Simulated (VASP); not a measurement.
## Sb: equation of state with LDA

Sb:

```
Sb
1.0
    -1.85180    1.85180    1.85180
     1.85180   -1.85180    1.85180
     1.85180    1.85180   -1.85180
Sb
1
Direct
  0.00000 0.00000 0.00000
```

This isn't the form of Sb at room conditions, which is rhombohedral.

```yaml
Program: VASP 6.6.1
Task: equation of state
Functional: LDA
Potentials_or_basis: VASP PAW LDA potentials, release 64 (Sb)
Cutoff: 520 eV
k_mesh: 8 × 8 × 8
Occupations: fermi-dirac, width 0.05 eV
Spin: no spin polarisation
```

* Equilibrium volume: 25.40 Å³/atom
* Bulk modulus: 73 GPa
* Pressure derivative of the bulk modulus: 6.2 (rough: it moves with the points fitted)

Energy against volume, from the lowest point:
| volume (Å³/atom) | energy (meV/atom) |
| --- | --- |
| 24.384 | 10.16 |
| 24.892 | 2.41 |
| 25.400 | 0.00 |
| 25.908 | 2.25 |
| 26.416 | 8.50 |

All runs of the series together: 22 s on 1 thread of AMD EPYC 7R43 64-Core Processor (Zen 3), on a shared host.

The run has no spin-orbit coupling, so splittings on Sb are missing.
